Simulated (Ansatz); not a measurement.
**BeO, response to strain**

The reference is BeO in the wurtzite structure (space group P6_3mc, No. 186).

```
BeO
1.0
    2.69049     0.00000     0.00000
   -1.34524     2.33003     0.00000
    0.00000     0.00000     4.36988
Be O
2 2
Direct
  0.66667   0.33333   0.00145
  0.33333   0.66667   0.50145
  0.66667   0.33333   0.62375
  0.33333   0.66667   0.12375
```

Cartesian axes are those of the cell as printed.

Strains are applied to the cell and any free atomic positions relax; under biaxial strain the out-of-plane vector relaxes too.

The values are results of DFT with r2SCAN, PAW potentials and a 500 eV plane-wave cutoff in Ansatz (a first-principles code), spin-orbit coupling left out, not measurements.

Notes on the quantities. pressure: mean of the normal stresses, compression positive.

```csv
case,band gap,pressure,volume per atom,electron mass
base,8.55 eV,0.00 GPa,6.85 Å³,"0.53 mₑ along c, 0.61 mₑ across (at Γ)"
"biaxial strain −0.37 %, plane normal [001], relaxed out of plane",8.63 eV,1.40 GPa,6.81 Å³,"0.53 mₑ out of plane, 0.62 mₑ in plane (at Γ)"
"biaxial strain +2.09 %, plane normal [001], relaxed out of plane",8.09 eV,-7.06 GPa,7.08 Å³,0.56 mₑ (at Γ)
"biaxial strain +2.72 %, plane normal [001], relaxed out of plane",7.95 eV,-8.92 GPa,7.16 Å³,"0.58 mₑ out of plane, 0.54 mₑ in plane (at Γ)"
isotropic strain −5.68 %,10.25 eV,54.74 GPa,5.75 Å³,"0.43 mₑ along c, 0.68 mₑ across (at K)"
isotropic strain −2.21 %,9.31 eV,17.11 GPa,6.40 Å³,"0.57 mₑ along c, 0.68 mₑ across (at Γ)"
uniaxial strain ε_xx = +2.05 %,8.29 eV,-4.38 GPa,6.99 Å³,"0.60 mₑ along y, 0.55 mₑ across (at Γ)"
uniaxial strain ε_xx = +2.69 %,8.21 eV,-5.65 GPa,7.03 Å³,"0.60 mₑ along y, 0.55 mₑ across (at Γ)"
uniaxial strain ε_yy = −5.69 %,8.88 eV,14.77 GPa,6.46 Å³,"0.65 mₑ along x, 0.78 mₑ along y, 0.51 mₑ along z (at Γ)"
```

Effective masses come from finite differences of ±0.01 Å⁻¹. Gaps are Kohn–Sham eigenvalue differences; semilocal functionals usually give less than the measured gap. No phonon test of stability was made.
